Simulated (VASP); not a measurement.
# AlN (P6_3mc) in VASP: a series of runs

The runs below take AlN through single point, with PBE-based screened hybrid.

Program: VASP 6.6.1. These are calculated values, not measurements. Logs are shortened: lines on timing, memory, paths and dates and some standing lists are left out, and cuts for length are marked.

## (1) Starting point

The structure is hexagonal, space group P6_3mc (No. 186). The conventional cell has a = 3.113 Å, b = 3.113 Å, c = 4.981 Å, α = 90.00°, β = 90.00°, γ = 120.00°. Al (site symmetry 3m) has 4 N at 1.89 Å as nearest neighbours. N (site symmetry 3m) has 4 Al at 1.89 Å as nearest neighbours.

## (2) Single point, PBE-based screened hybrid

File POSCAR:

```
AlN
1.0
    3.1130000000      0.0000000000      0.0000000000
   -1.5565000000      2.6959400000      0.0000000000
    0.0000000000      0.0000000000      4.9810000000
Al N
2 2
Direct
    0.3333333333      0.6666666667      0.0000000000
    0.6666666667      0.3333333333      0.5000000000
    0.3333333333      0.6666666667      0.3800000000
    0.6666666667      0.3333333333      0.8800000000
```

File INCAR.step1:

```
SYSTEM = AlN
PREC = Accurate ; ENCUT = 520
EDIFF = 1E-5 ; ISMEAR = 0
SIGMA = 0.01 ; LREAL = .False.
LASPH = .True. ; NELM = 100
ALGO = Normal ; ISIF = 2
LWAVE = .True. ; LCHARG = .False.
GGA = PE ; NBANDS = 16
```

File INCAR.step2:

```
SYSTEM = AlN
PREC = Accurate ; ENCUT = 520
EDIFF = 1E-7 ; ISMEAR = 0
SIGMA = 0.01 ; LREAL = .False.
LASPH = .True. ; NELM = 100
ALGO = Normal ; ISIF = 2
LWAVE = .False. ; LCHARG = .False.
GGA = PE ; LHFCALC = .True.
AEXX = 0.15 ; HFSCREEN = 0.20786987370883472
PRECFOCK = Normal ; ISTART = 1
NBANDS = 16
```

File KPOINTS:

```
Automatic mesh
0
Gamma
  5 5 3
  0 0 0
```

Potentials or basis: VASP PAW PBE potentials, release 64 (Al, N).

The run is started by

```bash
$ cat potpaw_PBE.64/Al/POTCAR potpaw_PBE.64/N/POTCAR > POTCAR
$ cp INCAR.step1 INCAR
$ mpirun -np 1 vasp_std > vasp.out
$ cp INCAR.step2 INCAR
$ mpirun -np 1 vasp_std > vasp.out
```

OUTCAR:

```text
SYSTEM = AlN
   PREC = Accurate
   ENCUT = 520
   EDIFF = 1E-7
   ISMEAR = 0
   LREAL = .False.
   LASPH = .True.
   NELM = 100
   ISIF = 2
   GGA = PE
   LHFCALC = .True.
   AEXX = 0.15
   HFSCREEN = 0.20786987370883472
   PRECFOCK = Normal
   ISTART = 1

 ion  position               nearest neighbor table
   1  0.333  0.667  0.000-   3 1.89   4 1.89   4 1.89   4 1.89   2 3.07   2 3.07   2 3.07   2 3.07
                             2 3.07   2 3.07
   2  0.667  0.333  0.500-   4 1.89   3 1.89   3 1.89   3 1.89   1 3.07   1 3.07   1 3.07   1 3.07
                             1 3.07   1 3.07
   3  0.333  0.667  0.380-   1 1.89   2 1.89   2 1.89   2 1.89
   4  0.667  0.333  0.880-   2 1.89   1 1.89   1 1.89   1 1.89

  LATTYP: Found a hexagonal cell.
 ALAT       =     3.1130000000
 C/A-ratio  =     1.6000642467

  Lattice vectors:

 A1 = (   3.1130000000,   0.0000000000,   0.0000000000)
 A2 = (  -1.5565000000,   2.6959400000,   0.0000000000)
 A3 = (   0.0000000000,   0.0000000000,   4.9810000000)

Analysis of symmetry for initial positions (statically):
=====================================================================
 Subroutine PRICEL returns:
 Original cell was already a primitive cell.

 Routine SETGRP: Setting up the symmetry group for a
 hexagonal supercell.

 Subroutine GETGRP returns: Found 12 space group operations
 (whereof  6 operations were pure point group operations)
 out of a pool of 24 trial point group operations.

The static configuration has the point symmetry C_3v.
 The point group associated with its full space group is C_6v.

Analysis of symmetry for dynamics (positions and initial velocities):
=====================================================================
 Subroutine PRICEL returns:
 Original cell was already a primitive cell.

 Routine SETGRP: Setting up the symmetry group for a
 hexagonal supercell.

 Subroutine GETGRP returns: Found 12 space group operations
 (whereof  6 operations were pure point group operations)
 out of a pool of 24 trial point group operations.

The dynamic configuration has the point symmetry C_3v.
 The point group associated with its full space group is C_6v.

 Subroutine INISYM returns: Found 12 space group operations
 (whereof  6 operations are pure point group operations),
 and found     1 'primitive' translations

----------------------------------------------------------------------------------------

                                     Primitive cell

  volume of cell :      41.8028

  direct lattice vectors                    reciprocal lattice vectors
     3.113000000  0.000000000  0.000000000     0.321233537  0.185464068  0.000000000
    -1.556500000  2.695940000  0.000000000     0.000000000  0.370928136  0.000000000
     0.000000000  0.000000000  4.981000000     0.000000000  0.000000000  0.200762899

  length of vectors
     3.113000000  3.113002527  4.981000000     0.370928437  0.370928136  0.200762899

  position of ions in fractional coordinates (direct lattice)
     0.333333333  0.666666667  0.000000000
     0.666666667  0.333333333  0.500000000
     0.333333333  0.666666667  0.380000000
     0.666666667  0.333333333  0.880000000

  ion indices of the primitive-cell ions
   primitive index   ion index
                 1           1
                 2           2
                 3           3
                 4           4

----------------------------------------------------------------------------------------

 KPOINTS: Automatic mesh

Automatic generation of k-mesh.
 Grid dimensions read from file:
 generate k-points for:    5    5    3

 Generating k-lattice:

  Cartesian coordinates                     Fractional coordinates (reciprocal lattice)
     0.064246707  0.037092814  0.000000000     0.200000000  0.000000000  0.000000000
     0.000000000  0.074185627  0.000000000     0.000000000  0.200000000  0.000000000
     0.000000000  0.000000000  0.066920966     0.000000000  0.000000000  0.333333333

  Length of vectors
     0.074185687  0.074185627  0.066920966

  Shift w.r.t. Gamma in fractional coordinates (k-lattice)
     0.000000000  0.000000000  0.000000000

 Subroutine IBZKPT returns following result:
 ===========================================

 Found     10 irreducible k-points:

 Following reciprocal coordinates:
            Coordinates               Weight
  0.000000  0.000000  0.000000      1.000000
  0.200000 -0.000000  0.000000      6.000000
  0.400000 -0.000000  0.000000      6.000000
  0.200000  0.200000  0.000000      6.000000
  0.400000  0.200000  0.000000      6.000000
  0.000000  0.000000  0.333333      2.000000
  0.200000 -0.000000  0.333333     12.000000
  0.400000 -0.000000  0.333333     12.000000
  0.200000  0.200000  0.333333     12.000000
  0.400000  0.200000  0.333333     12.000000
   k-points           NKPTS =     10   k-points in BZ     NKDIM =     75   number of bands    NBANDS=     16
   number of dos      NEDOS =    301   number of ions     NIONS =      4
   total plane-waves  NPLWV =  23040
   dimension x,y,z NGX =    24 NGY =   24 NGZ =   40
   dimension x,y,z NGXF=    48 NGYF=   48 NGZF=   80
   ions per type =               2   2
   NGX,Y,Z   is equivalent  to a cutoff of  12.82, 12.82, 13.35 a.u.
   NGXF,Y,Z  is equivalent  to a cutoff of  25.63, 25.63, 26.70 a.u.
 SYSTEM =  AlN
   PREC   = accura    normal or accurate (medium, high low for compatibility)
   ISTART =      1    job   : 0-new  1-cont  2-samecut
   ICHARG =      0    charge: 1-file 2-atom 10-const
   ISPIN  =      1    spin polarized calculation?
   LNONCOLLINEAR =      F non collinear calculations
   LSORBIT =      F    spin-orbit coupling
   LASPH  =      T    aspherical Exc in radial PAW
   ENCUT  =  520.0 eV  38.22 Ry    6.18 a.u.   5.79  5.79  9.26*2*pi/ulx,y,z
   NELM   =    100;   NELMIN=  2; NELMDL=  0     # of ELM steps
   EDIFF  = 0.1E-06   stopping-criterion for ELM
   LREAL  =      F    real-space projection
   EDIFFG = 0.1E-05   stopping-criterion for IOM
   NSW    =      0    number of steps for IOM
   IBRION =     -1    ionic relax: 0-MD 1-quasi-New 2-CG
   NFREE  =      0    steps in history (QN), initial steepest desc. (CG)
   ISIF   =      2    stress and relaxation
   ISYM   =      3    0-nonsym 1-usesym 2-fastsym
   POTIM  = 0.5000    time-step for ionic-motion
   TEBEG  =    0.0;   TEEND  =   0.0 temperature during run
   PSTRESS=    0.0 pullay stress
   NELECT =      16.0000    total number of electrons
   NUPDOWN=      -1.0000    fix difference up-down
   EMIN   =  10.00;   EMAX   =-10.00  energy-range for DOS
   EFERMI =   0.00;   METHOD = LEGACY
   ISMEAR =     0;   SIGMA  =   0.01  broadening in eV -4-tet -1-fermi 0-gaus
   EFERMI_NEDOS =   21; number of points for ismear=-14 and -15
   IALGO  =     38    algorithm
   IMIX   =      1    mixing-type and parameters
     AMIX     =   0.40;   BMIX     =  1.00
     AMIX_MAG =   1.60;   BMIX_MAG =  1.00
  volume/ion in A,a.u.               =      10.45        70.52
  Fermi-wavevector in a.u.,A,eV,Ry     =   1.188629  2.246182 19.222829  1.412838
  Thomas-Fermi vector in A             =   2.324754
   LORBIT       =      0    0 simple, 1 ext, 2 COOP (PROOUT), +10 PAW based schemes
   GGA     = PE    functional components
   LHFCALC =     T    Hartree Fock is set to
   PRECFOCK=normal    Normal, Fast or Accurate (Low or Medium for compatibility)
   ENCUT4O =  -1.0   cutoff for four orbital integrals eV
   NKREDX  =     1    reduce k-point grid by
   NKREDY  =     1    reduce k-point grid by
   NKREDZ  =     1    reduce k-point grid by
   AEXX    =    0.1500 exact exchange contribution
   HFSCREEN=    0.2079 screening length (either q_TF or 0.3 A-1)
   HFSCREENC=   0.2079 screening length for correlation (either q_TF or 0.3 A-1)
   ENCUTFOCK=  -1.0 apply spherical cutoff to Coloumb kernel
   IVDW    =     0    specifies the selected vdW correction
   LEPSILON=     F    determine dielectric tensor
   LRPA    =     F    only Hartree local field effects (RPA)
 non-spin polarized calculation
 Gauss-broadening in eV      SIGMA  =   0.01
  energy-cutoff  :      520.00
  volume of cell :       41.80
 maximum number of plane-waves:      1142
 NGX is ok and might be reduce to    24
  NGX = 18; NGY = 18; NGZ = 28

 number of electron      15.9999997 magnetization

 Free energy of the ion-electron system (eV)
  ---------------------------------------------------
  ext. energy  EPLUGINS =         0.00000000
  ---------------------------------------------------
  free energy    TOTEN  =       -32.80930670 eV

  energy without entropy =      -32.80930670  energy(sigma->0) =      -32.80930670

 E-fermi :   5.6406     XC(G=0):  -9.7564

 val. band max:        5.5839772075   @ k =   0.0000   0.0000   0.0000
 cond. band min:      10.6095808596   @ k =   0.0000   0.0000   0.0000
 fundamental gap:      5.0256036521
 Fermi energy:         5.6405924304

 k-point     1 :       0.0000    0.0000    0.0000
  band No.  band energies     occupation
      1     -10.4849      2.00000
      2      -8.2509      2.00000
      3      -0.7001      2.00000
      4       4.6978      2.00000
      5       4.6978      2.00000
      6       5.3952      2.00000
[... 8 lines left out ...]
     15      19.7887      0.00000
     16      19.7887      0.00000

 k-point     2 :       0.2000   -0.0000    0.0000
  band No.  band energies     occupation
      1      -9.9724      2.00000
      2      -7.9832      2.00000
      3      -0.0732      2.00000
      4       2.7294      2.00000
      5       3.6519      2.00000
      6       4.1498      2.00000
[... 8 lines left out ...]
     15      18.9076      0.00000
     16      19.3518      0.00000

 k-point     3 :       0.4000   -0.0000    0.0000
  band No.  band energies     occupation
      1      -8.7851      2.00000
      2      -7.6723      2.00000
      3       0.2626      2.00000
      4       1.4864      2.00000
      5       1.6169      2.00000
      6       3.4942      2.00000
[... 8 lines left out ...]
     15      19.1348      0.00000
     16      21.8848      0.00000
[... 96 lines left out ...]
 k-point     9 :       0.2000    0.2000    0.3333
  band No.  band energies     occupation
      1      -8.7814      2.00000
      2      -8.0759      2.00000
      3       0.6121      2.00000
      4       1.1141      2.00000
      5       3.0650      2.00000
      6       3.1873      2.00000
[... 8 lines left out ...]
     15      18.8737      0.00000
     16      20.5164      0.00000

 k-point    10 :       0.4000    0.2000    0.3333
  band No.  band energies     occupation
      1      -8.0611      2.00000
      2      -7.8154      2.00000
      3       0.0462      2.00000
      4       0.5272      2.00000
      5       1.9889      2.00000
      6       2.9451      2.00000
[... 8 lines left out ...]
     15      19.8878      0.00000
     16      21.2964      0.00000

------------------------ aborting loop because EDIFF is reached ----------------------------------------

  FORCE on cell =-STRESS in cart. coord.  units (eV):
  Direction    XX          YY          ZZ          XY          YZ          ZX
  --------------------------------------------------------------------------------------
  -------------------------------------------------------------------------------------
  Total       -0.0526438     -0.0526439      0.3585390      0.0000000      0.0000000     -0.0000000
  in kB       -2.0176772     -2.0176815     13.7417196      0.0000000      0.0000000     -0.0000000
  external PRESSURE =       3.2354536 kB  Pullay stress =       0.0000000 kB

 VOLUME and BASIS-vectors are now :
 -----------------------------------------------------------------------------
  energy-cutoff  :      520.00
  volume of cell :       41.80
      direct lattice vectors                 reciprocal lattice vectors
     3.113000000  0.000000000  0.000000000     0.321233537  0.185464068  0.000000000
    -1.556500000  2.695940000  0.000000000     0.000000000  0.370928136  0.000000000
     0.000000000  0.000000000  4.981000000     0.000000000  0.000000000  0.200762899

 POSITION                                       TOTAL-FORCE (eV/Angst)
 -----------------------------------------------------------------------------------
     -0.00000      1.79729      0.00000        -0.000000      0.000000     -0.131046
      1.55650      0.89865      2.49050         0.000000     -0.000000     -0.131046
     -0.00000      1.79729      1.89278         0.000000      0.000000      0.131046
      1.55650      0.89865      4.38328        -0.000000      0.000000      0.131046
 -----------------------------------------------------------------------------------
    total drift:                               -0.000000     -0.000000      0.000318

  FREE ENERGIE OF THE ION-ELECTRON SYSTEM (eV)
  ---------------------------------------------------
  free  energy   TOTEN  =       -32.8093066962 eV

  energy  without entropy=      -32.8093066962  energy(sigma->0) =      -32.80930670
```

Run time: 2.8 min. Hardware: 1 thread of Intel Xeon 6975P-C (Granite Rapids), shared host; peak memory 0.24 GiB.

Results:

```yaml
Free_energy: -32.8093 eV
Pressure: 0.3 GPa
Largest_force: 0.131 eV/Å
Band_gap_on_the_k_mesh: 5.03 eV, direct
```

Forces on the atoms (eV/Å):
```
Al   0.000  0.000 -0.131
Al   0.000  0.000 -0.131
N    0.000  0.000  0.131
N    0.000  0.000  0.131
```

Caveat: the k mesh is coarse (spacing up to 0.47 Å⁻¹), so the values aren't converged; the PAW data sets were made with another functional, which shifts forces and pressure a little.

## (3) Single point, PBE-based screened hybrid

POSCAR is that of step 2.

File INCAR.step1:

```
SYSTEM = AlN
PREC = Accurate
ENCUT = 520
EDIFF = 1E-5
ISMEAR = 0
SIGMA = 0.01
LREAL = .FALSE.
LASPH = .TRUE.
NELM = 100
ALGO = Normal
ISIF = 2
LWAVE = .TRUE.
LCHARG = .FALSE.
NBANDS = 16
GGA = PE
```

File INCAR.step2:

```
SYSTEM = AlN
PREC = Accurate
ENCUT = 520
EDIFF = 1E-7
ISMEAR = 0
SIGMA = 0.01
LREAL = .FALSE.
LASPH = .TRUE.
NELM = 100
ALGO = Normal
ISIF = 2
LWAVE = .FALSE.
LCHARG = .FALSE.
GGA = PE
LHFCALC = .TRUE.
AEXX = 0.3
HFSCREEN = 0.20786987370883472
PRECFOCK = Normal
NBANDS = 16
ISTART = 1
```

File KPOINTS:

```
regular mesh
0
G
  5 5 3
  0 0 0
```

Potentials or basis: VASP PAW PBE potentials, release 64 (Al, N).

The run is started by

```bash
$ cat potpaw_PBE.64/Al/POTCAR potpaw_PBE.64/N/POTCAR > POTCAR
$ cp INCAR.step1 INCAR
$ mpirun -np 1 vasp_std > vasp.out
$ cp INCAR.step2 INCAR
$ mpirun -np 1 vasp_std > vasp.out
```

Run time: 3.3 min. Hardware: 1 thread of Intel Xeon 6975P-C (Granite Rapids), shared host; peak memory 0.25 GiB.

It converged, with:

* Free energy: -35.9407 eV
* Pressure: -2.8 GPa
* Largest force: 0.129 eV/Å
* Band gap on the k mesh: 5.85 eV, direct

Forces in eV/Å, atoms in the order of the input:
```
Al   0.000  0.000 -0.129
Al   0.000  0.000 -0.129
N    0.000  0.000  0.129
N    0.000  0.000  0.129
```

Stress tensor (GPa, compression positive):
```
-3.28  0.00  0.00
 0.00 -3.28  0.00
 0.00  0.00 -1.70
```

Levels at points of the mesh, in eV from the valence-band top:
```tsv
k point	band 5	band 6	band 7	band 8	band 9	band 10	band 11	band 12
(0.00, 0.00, 0.00)	-0.94	-0.20	-0.20	0.00	5.85	8.42	12.83	13.10
```

Caveat: the k mesh is coarse (spacing up to 0.47 Å⁻¹), so the values aren't converged; the PAW data sets were made with another functional, which shifts forces and pressure a little.
